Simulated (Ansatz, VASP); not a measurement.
# AlGa7As8 (random alloy of the zinc-blende GaAs-AlAs line, x = 0.125) in two plane-wave programs

One calculation is typed for both programs; each brings its own data sets. How far apart do they land? Of the first pair: The structure shown is the start of the Ansatz relaxation below; VASP solves that cell, so the two are compared at the walk's first step.

Main program and level: Ansatz 0.2.0; plane waves, with VASP 6.6.1 beside it; PBE.

### Step 1. Set-up

The cell holds 64 atoms: 28 Ga, 32 As and 4 Al. Its edges and angles: a = 11.495 Å, b = 11.495 Å, c = 11.495 Å, α = 90.0°, β = 90.0°, γ = 90.0°. It derives from GaAs (zinc-blende GaAs-AlAs), repeated 2×2×2. Zinc-blende GaAs-AlAs: 64 atoms, 4 of 32 Ga sites given to Al at random, cell and internal coordinates interpolated linearly between the end members (Vegard's rule); (so at first; earlier steps may have moved the atoms), displaced by a Gaussian of 0.02 A. Lattice constants are starting values near those of PBE.

### Step 2. Ansatz: relaxation, PBE

Ansatz runs on its default PAW (the set named soft_2) files.

The two programs are compared at the cell with which this relaxation starts, whose forces are those of its first step.

File input.yaml:

```yaml
crystal:
  lattice:
    - [11.495, 0.0, 0.0]
    - [0.0, 11.495, 0.0]
    - [0.0, 0.0, 11.495]
  atoms:
    - { symbol: Ga, position: [0.00283, 0.99894, 0.99908] }
    - { symbol: As, position: [0.12313, 0.12651, 0.121] }
    - { symbol: Ga, position: [0.00304, 0.24868, 0.25056] }
    - { symbol: As, position: [0.12457, 0.37754, 0.37142] }
    - { symbol: Ga, position: [0.24944, 0.99933, 0.25197] }
    - { symbol: As, position: [0.37309, 0.1247, 0.37347] }
    - { symbol: Ga, position: [0.25007, 0.25101, 0.99809] }
    - { symbol: As, position: [0.37699, 0.37657, 0.12587] }
    - { symbol: Ga, position: [0.00157, 0.99881, 0.49979] }
    - { symbol: As, position: [0.12337, 0.12453, 0.62592] }
    - { symbol: Ga, position: [0.9988, 0.24931, 0.7488] }
    - { symbol: As, position: [0.12353, 0.37383, 0.87498] }
    - { symbol: Ga, position: [0.24806, 0.00041, 0.75289] }
    - { symbol: As, position: [0.37629, 0.12467, 0.87346] }
    - { symbol: Ga, position: [0.2487, 0.25294, 0.50009] }
    - { symbol: As, position: [0.37389, 0.37533, 0.62865] }
    - { symbol: Ga, position: [0.00021, 0.50107, 0.00052] }
    - { symbol: As, position: [0.12439, 0.62301, 0.12439] }
    - { symbol: Ga, position: [0.99964, 0.75102, 0.25146] }
    - { symbol: As, position: [0.12662, 0.8755, 0.37654] }
    - { symbol: Al, position: [0.24869, 0.50218, 0.25089] }
    - { symbol: As, position: [0.37448, 0.62585, 0.37487] }
    - { symbol: Ga, position: [0.25197, 0.75264, 0.0038] }
    - { symbol: As, position: [0.37257, 0.87249, 0.12412] }
    - { symbol: Ga, position: [0.00028, 0.50152, 0.50055] }
    - { symbol: As, position: [0.12148, 0.62447, 0.62644] }
    - { symbol: Ga, position: [0.0004, 0.75133, 0.74961] }
    - { symbol: As, position: [0.12465, 0.87532, 0.87571] }
    - { symbol: Al, position: [0.25035, 0.50021, 0.74883] }
    - { symbol: As, position: [0.37566, 0.62521, 0.87697] }
    - { symbol: Ga, position: [0.25209, 0.75032, 0.49935] }
    - { symbol: As, position: [0.37389, 0.87574, 0.62513] }
    - { symbol: Ga, position: [0.4994, 8.0e-05, 0.99892] }
    - { symbol: As, position: [0.62621, 0.12422, 0.12713] }
    - { symbol: Ga, position: [0.5007, 0.25103, 0.24809] }
    - { symbol: As, position: [0.62529, 0.37629, 0.37334] }
    - { symbol: Ga, position: [0.74954, 6.0e-05, 0.24761] }
    - { symbol: As, position: [0.87555, 0.12647, 0.3735] }
    - { symbol: Ga, position: [0.75061, 0.24772, 0.99993] }
    - { symbol: As, position: [0.87219, 0.37695, 0.12571] }
    - { symbol: Ga, position: [0.49996, 0.99865, 0.50222] }
    - { symbol: As, position: [0.62842, 0.12177, 0.62715] }
    - { symbol: Al, position: [0.50283, 0.25059, 0.74791] }
    - { symbol: As, position: [0.6265, 0.37469, 0.87395] }
    - { symbol: Ga, position: [0.74786, 0.00096, 0.75138] }
    - { symbol: As, position: [0.87392, 0.12591, 0.87301] }
    - { symbol: Al, position: [0.7514, 0.25008, 0.49968] }
    - { symbol: As, position: [0.87482, 0.37651, 0.62631] }
    - { symbol: Ga, position: [0.50092, 0.50024, 0.00014] }
    - { symbol: As, position: [0.62608, 0.6254, 0.12619] }
    - { symbol: Ga, position: [0.49946, 0.74576, 0.25181] }
    - { symbol: As, position: [0.62881, 0.87577, 0.37483] }
    - { symbol: Ga, position: [0.74976, 0.49979, 0.25003] }
    - { symbol: As, position: [0.87305, 0.6241, 0.37327] }
    - { symbol: Ga, position: [0.75043, 0.74948, 0.00086] }
    - { symbol: As, position: [0.8747, 0.87672, 0.12537] }
    - { symbol: Ga, position: [0.50381, 0.4967, 0.49887] }
    - { symbol: As, position: [0.62657, 0.6294, 0.62457] }
    - { symbol: Ga, position: [0.50008, 0.74961, 0.75232] }
    - { symbol: As, position: [0.6245, 0.87618, 0.87444] }
    - { symbol: Ga, position: [0.74779, 0.50055, 0.75088] }
    - { symbol: As, position: [0.87725, 0.62481, 0.87393] }
    - { symbol: Ga, position: [0.75098, 0.75042, 0.50049] }
    - { symbol: As, position: [0.87487, 0.87702, 0.62564] }
kpoints:
  mp_grid: { grid: [1, 1, 1] }
hamiltonian:
  xc: pbe
scf:
  occupations: { method: fermi_dirac, width: 0.025 }
output:
  forces: true
relax:
  f_tol: 0.04
  max_steps: 150
  cell: {}
```

Launch:

```console
> ansatz run input.yaml --threads 4 --pin off --max-ram 8192MiB --backend cpu --events-out ev --progress --plain --runs-dir out
```

Numbers of over 12 decimals in the logs are rounded to 6 here.

The log of the run:

```text
Engine: ansatz 0.2.0, x86_64-unknown-linux-gnu
Pseudopotentials: kind: paw
Pseudopotential: Ga, paw, valence charge 13, recommended cutoff 420 eV (normal), Ga.paw.azcp
Pseudopotential: As, paw, valence charge 15, recommended cutoff 420 eV (normal), As.paw.azcp
Pseudopotential: Al, paw, valence charge 3, recommended cutoff 420 eV (normal), Al.paw.azcp
Functional definition: PBE
  parameter kappa = 0.804
  parameter beta = 0.066725
  exchange = pbe_x(kappa = kappa, mu = beta*pi^2/3)
  correlation = pbe_c(beta = beta)
Crystal: 64 atoms, lattice volume = 1518.892 Å³
Basis set: ecut = 420 eV, 29423 PW (Γ), exchange–correlation on 160×160×160 points (8 copies of the dense FFT grid, shifted against one another)
Bands: 514, of which v1, the nominal top of the filled ones, is band 428 counted from 1 (427 counted from 0)
Symmetry: 1 space group operations
Space group: P1 (ITA 1), of the structure as read, at distance tolerance 1.1e-4 Å
k-points: 1
Non-local potential: Ga, projectors of the file, l = 0: 2, l = 1: 2, l = 2: 3, l = 3: 1
Non-local potential: As, projectors of the file, l = 0: 2, l = 1: 2, l = 2: 3, l = 3: 1
Non-local potential: Al, projectors of the file, l = 0: 2, l = 1: 2, l = 2: 1
PAW form: soft (Blöchl's): semilocal exchange-correlation on the pseudo side does not see the compensation charge
PAW one-centre angular grid: Ga, 590 points (default); XC on 64 Gauss nodes
PAW one-centre angular grid: As, 590 points (default); XC on 64 Gauss nodes
PAW one-centre angular grid: Al, 110 points (default); XC on 64 Gauss nodes
Initial density: superposition of atomic densities (neutral atoms: chi_scale 0, normalization atom), corrected by the library's trained network
Initial wavefunctions: pseudopotential atomic-orbital guess
Functional: x = pbe(κ = 0.804, μ = 0.219515), c = pbe(β = 0.066725)
SCF iter   1: F=—  HF=-263488.276590 eV  |F-HF|=—  |Δ(HF+E_count)|=         —  Δρ=1.82e-3  dr2=3.19e-2  ethr=1.77e-3  ⟨swp⟩=6.0  Hψ=1844  notcnv=0
preconditioner: auto → Resta (q_TF=auto, 2.480 Å⁻¹)  ε∞=3.5  [insulator: Δε(μ)=0.294 eV  Ē_g=13.951 eV  σ=0.025 eV  W_gap=0.99  n_scr=388 (ndim 8)  ℏωp=22.1 eV  f_vac=0.089  D(μ)=0.53/eV (n_scr^D=0)  ε∞_Penn≈3.5]
SCF iter   2: F=—  HF=-263488.245480 eV  |F-HF|=—  |Δ(HF+E_count)|=   3.11e-2  Δρ=7.76e-4  dr2=7.32e-3  ethr=3.73e-6  ⟨swp⟩=2.0  Hψ=1020  notcnv=0  defer=75
SCF iter   3: F=—  HF=-263488.246193 eV  |F-HF|=—  |Δ(HF+E_count)|=   7.13e-4  Δρ=4.59e-4  dr2=1.75e-3  ethr=8.55e-7  ⟨swp⟩=2.0  Hψ=867  notcnv=0  defer=75
SCF iter   4: F=—  HF=-263488.245286 eV  |F-HF|=—  |Δ(HF+E_count)|=   9.07e-4  Δρ=1.24e-4  dr2=2.00e-4  ethr=2.05e-7  ⟨swp⟩=2.0  Hψ=707  notcnv=0  defer=75
SCF iter   5: F=—  HF=-263488.245312 eV  |F-HF|=—  |Δ(HF+E_count)|=   2.70e-5  Δρ=3.57e-5  dr2=2.60e-5  ethr=2.34e-8  ⟨swp⟩=2.0  Hψ=867  notcnv=0  defer=75
SCF iter   6: F=—  HF=-263488.245641 eV  |F-HF|=—  |Δ(HF+E_count)|=   3.29e-4  Δρ=2.78e-5  dr2=7.42e-6  ethr=3.03e-9  ⟨swp⟩=2.0  Hψ=867  notcnv=0  defer=75
SCF iter   7: F=—  HF=-263488.245644 eV  |F-HF|=—  |Δ(HF+E_count)|=   3.20e-6  Δρ=4.60e-6  dr2=4.21e-7  ethr=8.67e-10  ⟨swp⟩=2.0  Hψ=868  notcnv=0  defer=75
SCF iter   8: F=—  HF=-263488.245645 eV  |F-HF|=—  |Δ(HF+E_count)|=   9.10e-7  Δρ=3.19e-6  dr2=1.34e-7  ethr=1.17e-11  ⟨swp⟩=4.0  Hψ=1802  notcnv=0
SCF iter   9: F=-263488.245645 eV  HF=-263488.245645 eV  |F-HF|=6.46e-9  |Δ(HF+E_count)|=   8.06e-8  Δρ=1.07e-6  dr2=1.07e-8  ethr=1.17e-11  ⟨swp⟩=4.0  Hψ=1783  notcnv=0
SCF 1 converged in 9 iterations: F = -263488.245645 eV  dr2 = 1.07e-8
  greatest PAW one-centre occupation: 0.999 electrons in one spin orbital (limit 2), on the As atom at site 1 (counted from 0), in its partial waves of l = 2
relax step   1: F+E_penalty+E_count = -263488.24564518 eV  Δ(F+E_penalty+E_count) = +0.000e0 eV  max|allowed force component| = 5.561e-1 eV/Å  Δτ_max = 0.0000 Å  P = +0.012 GPa  Ω = 1518.892 Å³  (9 SCF iters, dr2 threshold 1.00e-7 eV, accepted)
Crystal: 64 atoms, lattice volume = 1515.709 Å³
Basis set: ecut = 420 eV, 29495 PW (Γ), exchange–correlation on 160×160×160 points (8 copies of the dense FFT grid, shifted against one another)
Initial density: handed on by an earlier stage of this run
Initial wavefunctions: those handed on with the density
iter 1 solved again at ethr=9.03e-6 eV; its pass at ethr=3.10e-3 eV (dr2=7.73e-2 eV) is discarded
SCF iter   1: F=—  HF=-263488.547007 eV  |F-HF|=—  |Δ(HF+E_count)|=         —  Δρ=3.22e-3  dr2=7.87e-2  ethr=9.03e-6  ⟨swp⟩=2.0  Hψ=1996  notcnv=0
preconditioner: auto → Resta (q_TF=auto, 2.480 Å⁻¹)  ε∞=3.5  [insulator: Δε(μ)=0.329 eV  Ē_g=13.969 eV  σ=0.025 eV  W_gap=1.00  n_scr=388 (ndim 8)  ℏωp=22.1 eV  f_vac=0.089  D(μ)=0.33/eV (n_scr^D=0)  ε∞_Penn≈3.5]
SCF iter   2: F=—  HF=-263488.536668 eV  |F-HF|=—  |Δ(HF+E_count)|=   1.03e-2  Δρ=1.65e-3  dr2=1.96e-2  ethr=9.03e-6  ⟨swp⟩=2.0  Hψ=603  notcnv=0
[...]
atom  12  As    -0.00190385    -0.00183462     0.00258573
  atom  13  Ga     0.00589260     0.00051990     0.00239218
  atom  14  As    -0.00183886    -0.00407295    -0.00131405
  atom  15  Ga    -0.00170510     0.00260959     0.00133256
  atom  16  As    -0.00144182     0.00043642     0.00183739
  atom  17  Ga    -0.00009543    -0.00247754    -0.00394647
  atom  18  As    -0.00114779    -0.00029422     0.00229723
  atom  19  Ga     0.00193584     0.00325015    -0.00294750
  atom  20  As     0.00042429    -0.00091280    -0.00125995
  atom  21  Al     0.00339658    -0.00118787     0.00187302
  atom  22  As     0.00062189     0.00032177    -0.00104660
  atom  23  Ga    -0.00111987    -0.00275511    -0.00425161
  atom  24  As    -0.00260490    -0.00035792    -0.00018837
  atom  25  Ga     0.00375560    -0.00312775     0.00340257
  atom  26  As    -0.00223031    -0.00011282     0.00085195
  atom  27  Ga     0.00196834    -0.00290667     0.00050672
  atom  28  As    -0.00341254     0.00031767     0.00020908
  atom  29  Al     0.00204171    -0.00184446    -0.00390839
  atom  30  As     0.00008766    -0.00053240     0.00230914
  atom  31  Ga    -0.00050519    -0.00509607     0.00367040
  atom  32  As     0.00210030     0.00155999    -0.00216472
  atom  33  Ga    -0.00063178     0.00418024    -0.00206465
  atom  34  As     0.00133273     0.00010169     0.00023460
  atom  35  Ga     0.00145534     0.00243543     0.00042188
[...]
atom  57  Ga    -0.00270414     0.00268500    -0.00280926
  atom  58  As     0.00007373    -0.00183242     0.00069485
  atom  59  Ga    -0.00243143     0.00267106    -0.00065839
  atom  60  As    -0.00062062    -0.00122998     0.00138105
  atom  61  Ga     0.00242447    -0.00109761     0.00069236
  atom  62  As    -0.00088403    -0.00083348    -0.00020347
  atom  63  Ga    -0.00238443     0.00152162    -0.00226600
  atom  64  As     0.00142641     0.00098078    -0.00016012
  max |Σ_I F_I| component: 2.74e-6 eV/Å
--- Stress (GPa, compression-positive) ---
        0.033303       0.003534       0.001304
        0.003534       0.046239       0.001201
        0.001304       0.001201       0.019671
  P = ⅓ Tr σ = 0.0331 GPa (0.331 kbar)
--- Relaxed structure (3 steps of the walk, 3 accepted, 1 SCFs on fresh bases) ---
  F+E_penalty+E_count = -263488.56141937 eV   max|allowed force component| = 5.893e-3 eV/Å   (the final SCF, on the basis selected at the relaxed cell)
  cell:  # Å, volume = 1516.8991 Å³
    - [11.490278, -8.982374831296122e-5, 0.000228857]
    - [-8.982374831296122e-5, 11.487316, -0.000149221]
    - [0.000228857, -0.000149221, 11.492317]
  atoms:
    - { symbol: Ga, position: [0.000180639, 1.000220, 1.000119] }
    - { symbol: As, position: [0.125312, 0.125366, 0.125077] }
    - { symbol: Ga, position: [0.000293549, 0.250152, 0.250209] }
    - { symbol: As, position: [0.125528, 0.375592, 0.374771] }
    - { symbol: Ga, position: [0.250143, 1.000176, 0.250122] }
    - { symbol: As, position: [0.375081, 0.125311, 0.375064] }
    - { symbol: Ga, position: [0.250129, 0.250333, 0.999998] }
    - { symbol: As, position: [0.374668, 0.375657, 0.125363] }
    - { symbol: Ga, position: [9.493976430135283e-5, 1.000266, 0.500049] }
    - { symbol: As, position: [0.125152, 0.125334, 0.625083] }
    - { symbol: Ga, position: [1.000096, 0.250417, 0.750130] }
    - { symbol: As, position: [0.125541, 0.375652, 0.874661] }
    - { symbol: Ga, position: [0.250134, 0.000402118, 0.750178] }
    - { symbol: As, position: [0.375434, 0.125807, 0.874674] }
    - { symbol: Ga, position: [0.250195, 0.250420, 0.500136] }
    - { symbol: As, position: [0.375164, 0.375241, 0.625914] }
    - { symbol: Ga, position: [0.000240643, 0.500311, 8.851656832704357e-5] }
    - { symbol: As, position: [0.125538, 0.624921, 0.125461] }
    - { symbol: Ga, position: [1.000095, 0.750161, 0.250085] }
    - { symbol: As, position: [0.125215, 0.875191, 0.375175] }
    - { symbol: Al, position: [0.250103, 0.500289, 0.250106] }
    - { symbol: As, position: [0.374868, 0.624728, 0.374850] }
    - { symbol: Ga, position: [0.250237, 0.750255, 0.00017078] }
    - { symbol: As, position: [0.375264, 0.875212, 0.125201] }
    - { symbol: Ga, position: [0.000173205, 0.500233, 0.500178] }
    - { symbol: As, position: [0.125551, 0.624938, 0.625375] }
    - { symbol: Ga, position: [0.000205713, 0.750167, 0.750023] }
    - { symbol: As, position: [0.125261, 0.875232, 0.875006] }
    - { symbol: Al, position: [0.250147, 0.500230, 0.749896] }
    - { symbol: As, position: [0.374701, 0.624866, 0.874642] }
    - { symbol: Ga, position: [0.250224, 0.750155, 0.500015] }
    - { symbol: As, position: [0.375011, 0.875279, 0.625076] }
    - { symbol: Ga, position: [0.500005, 0.000291878, 0.999957] }
    - { symbol: As, position: [0.625069, 0.125306, 0.125082] }
    - { symbol: Ga, position: [0.500052, 0.250444, 0.249974] }
    - { symbol: As, position: [0.625591, 0.374731, 0.375485] }
    - { symbol: Ga, position: [0.750088, 0.000310326, 0.250112] }
    - { symbol: As, position: [0.874841, 0.125586, 0.375267] }
    - { symbol: Ga, position: [0.750168, 0.250380, 1.000042] }
    - { symbol: As, position: [0.875276, 0.375216, 0.125161] }
    - { symbol: Ga, position: [0.500207, 1.000309, 0.500162] }
    - { symbol: As, position: [0.625140, 0.126041, 0.625077] }
    - { symbol: Al, position: [0.500135, 0.250151, 0.749767] }
    - { symbol: As, position: [0.624700, 0.374810, 0.874573] }
    - { symbol: Ga, position: [0.749983, 0.000426397, 0.749991] }
    - { symbol: As, position: [0.875138, 0.125253, 0.875041] }
    - { symbol: Al, position: [0.750206, 0.249911, 0.500106] }
    - { symbol: As, position: [0.874739, 0.374889, 0.624649] }
    - { symbol: Ga, position: [0.500085, 0.500138, -0.000145441] }
    - { symbol: As, position: [0.625145, 0.625002, 0.125023] }
    - { symbol: Ga, position: [0.500115, 0.749947, 0.250130] }
    - { symbol: As, position: [0.625006, 0.875204, 0.374993] }
    - { symbol: Ga, position: [0.750089, 0.500074, 0.250120] }
    - { symbol: As, position: [0.875054, 0.625122, 0.375138] }
    - { symbol: Ga, position: [0.750123, 0.750203, 0.00010184] }
    - { symbol: As, position: [0.874999, 0.875256, 0.125149] }
    - { symbol: Ga, position: [0.500168, 0.499997, 0.500077] }
    - { symbol: As, position: [0.625140, 0.625124, 0.625101] }
    - { symbol: Ga, position: [0.500091, 0.750191, 0.750130] }
    - { symbol: As, position: [0.625199, 0.875263, 0.874999] }
    - { symbol: Ga, position: [0.750143, 0.500069, 0.750105] }
    - { symbol: As, position: [0.875064, 0.625161, 0.874982] }
    - { symbol: Ga, position: [0.750134, 0.750305, 0.500157] }
    - { symbol: As, position: [0.875128, 0.875293, 0.625297] }
```

In the SCF lines HF is the Harris–Foulkes energy and dr2 the Hartree energy of the density residual, in eV; the loop may stop once dr2 is under the threshold and the program's other checks hold. Hψ counts applications of the Hamiltonian.

(Continued in part 2 of 2.)

[Lines on the potential files, build, host, timing and source positions are cut from VASP's logs without a mark.]

[Logs are printed without paths, hosts, clocks, repeated set-up lines and the standing remarks that a program may print on its own settings, such as how far it seeks lower states.]

[Hosts, paths, dates, database ids (printed as entryN), source tags and the programs' standing remarks are cut or masked in the printed files.]
